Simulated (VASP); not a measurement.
# P: molecular dynamics at constant energy

P, R-3m (no. 166), 8 atoms in the cell. PBE, molecular dynamics; PAW potentials P (PBE set).

Ensemble: NVE; Starting temperature (K): 1000.

## Input

INCAR:
```
GGA = PE ; PREC = Normal
ENCUT = 260 ; EDIFF = 1E-6
NELMIN = 4 ; NELM = 60
ALGO = Fast ; LREAL = Auto
LASPH = T ; ISMEAR = -1
SIGMA = 0.05 ; ISYM = 0
LWAVE = F ; LCHARG = F
IBRION = 0 ; NSW = 60
POTIM = 2.0 ; TEBEG = 1000
ISIF = 2 ; RANDOM_SEED = 634352 0 0
MDALGO = 1 ; ANDERSEN_PROB = 0.0
KPAR = 2
```

KPOINTS:
```
k-points
0
Monkhorst-Pack
  4 4 1
```

POSCAR:
```
P
1.0
    1.7257251780      0.9963478961      3.1296800121
   -1.7257251780      0.9963478961      3.1296800121
    0.0000000000     -7.9707831684     12.5187200484
P
8
Direct
    0.7729197500      0.7729197500      0.1932299375
    0.7729197500      0.7729197500      0.4432299375
    0.7729197500      0.7729197500      0.6932299375
    0.7729197500      0.7729197500      0.9432299375
    0.2270802500      0.2270802500      0.0567700625
    0.2270802500      0.2270802500      0.3067700625
    0.2270802500      0.2270802500      0.5567700625
    0.2270802500      0.2270802500      0.8067700625
```

Commands:
```
cat potpaw_PBE.64/P/POTCAR > POTCAR
mpirun -np 2 vasp_std > vasp.out
```

## Result

- Rise of the mean potential energy above the start (meV/atom): 59.1
- Mean temperature (K): 486
- Electronic steps per ionic step after the first: 4.8

Course of the run:

| Time (fs) | Temperature (K) | Potential energy less the first (meV/atom) |
|---|---|---|
| 2 | 1006 | 0.0 |
| 12 | 723 | 32.2 |
| 20 | 322 | 77.7 |
| 30 | 193 | 92.3 |
| 38 | 320 | 77.8 |
| 48 | 479 | 59.8 |
| 56 | 549 | 52.0 |
| 66 | 555 | 51.2 |
| 74 | 435 | 64.8 |
| 84 | 316 | 78.3 |
| 92 | 444 | 63.9 |
| 102 | 636 | 42.0 |
| 110 | 557 | 51.0 |
| 120 | 394 | 69.6 |

The mean temperature lies below the starting 1000 K, since the atoms start on their sites and part of their kinetic energy turns into potential energy.

REPORT:
```
MDALGO =   1
         ANDERSEN_PROB =  0.00000000
               SCALING =       0
                 CNEXP =     9.000   14.000
           RANDOM_SEED =            634352                0                0

   original number of atomic DOF:         21
   number of independent constraints:      0
   number of active DOF:                  21

========================================
         MD step No.       1
========================================

  Atomic velocities initialized by STEP_tb

  >Energies
                    E_tot             E_pot             E_kin               EPS                ES
   e_b>   -0.41529095E+02   -0.42439413E+02    0.91031771E+00    0.00000000E+00    0.00000000E+00

  >Temperature
               T_sim     T_inst
   tmprt>   1000.000   1006.070

  >Thermostat, num. of collisions:                0

           RANDOM_SEED =            634352               96                0

[... steps left out ...]

========================================
         MD step No.      60
========================================

  >Energies
                    E_tot             E_pot             E_kin               EPS                ES
   e_b>   -0.41526146E+02   -0.41882900E+02    0.35675472E+00    0.00000000E+00    0.00000000E+00

  >Temperature
               T_sim     T_inst
   tmprt>   1000.000    394.280

  >Thermostat, num. of collisions:                0

           RANDOM_SEED =            634352             2928                0
```

OSZICAR:
```
N       E                     dE             d eps       ncg     rms          rms(c)
DAV:   1     0.936432484632E+02    0.93643E+02   -0.11607E+04   400   0.800E+02
DAV:   2    -0.351052321157E+02   -0.12875E+03   -0.12653E+03   507   0.165E+02
DAV:   3    -0.424191799778E+02   -0.73139E+01   -0.71893E+01   528   0.389E+01
DAV:   4    -0.425670569838E+02   -0.14788E+00   -0.14723E+00   520   0.593E+00
DAV:   5    -0.425693657792E+02   -0.23088E-02   -0.23070E-02   526   0.653E-01    0.147E+01
RMM:   6    -0.424807839089E+02    0.88582E-01   -0.32558E-02   400   0.927E-01    0.886E+00
RMM:   7    -0.424376887047E+02    0.43095E-01   -0.82609E-02   400   0.159E+00    0.180E-01
RMM:   8    -0.424389799880E+02   -0.12913E-02   -0.10403E-02   417   0.546E-01    0.989E-02
RMM:   9    -0.424393396711E+02   -0.35968E-03   -0.22368E-03   438   0.240E-01    0.946E-02
RMM:  10    -0.424394046632E+02   -0.64992E-04   -0.29926E-04   414   0.893E-02    0.917E-02
RMM:  11    -0.424394103459E+02   -0.56827E-05   -0.97776E-05   428   0.465E-02    0.222E-02
RMM:  12    -0.424394128074E+02   -0.24614E-05   -0.23784E-05   435   0.224E-02    0.160E-02
[... left out ...]
     59 T=   410. E= -.41526229E+02 F= -.41897381E+02 E0= -.41881087E+02  EK= 0.37115E+00 SP= 0.00E+00 SK= 0.00E+00
[... last step whole ...]
       N       E                     dE             d eps       ncg     rms          rms(c)
DAV:   1    -0.418828503497E+02    0.14530E-01   -0.15339E-02   717   0.116E+00    0.186E-02
RMM:   2    -0.418828895565E+02   -0.39207E-04   -0.45277E-04   401   0.997E-02    0.716E-03
RMM:   3    -0.418828992030E+02   -0.96465E-05   -0.96319E-05   441   0.393E-02    0.609E-03
RMM:   4    -0.418829002055E+02   -0.10025E-05   -0.12623E-05   343   0.153E-02    0.321E-03
RMM:   5    -0.418829004284E+02   -0.22294E-06   -0.31377E-06   258   0.709E-03
     60 T=   394. E= -.41526146E+02 F= -.41882900E+02 E0= -.41864411E+02  EK= 0.35675E+00 SP= 0.00E+00 SK= 0.00E+00
```

Limits: 120 fs of 8 atoms are too short for converged averages; the cell is only 2.8 Å across, so each atom moves in step with near copies of itself.

VASP 6.6.1 took 222 s on 2 cores (Intel Xeon Platinum 8259CL @ 2.50GHz (Skylake/Cascade Lake)), a shared host.
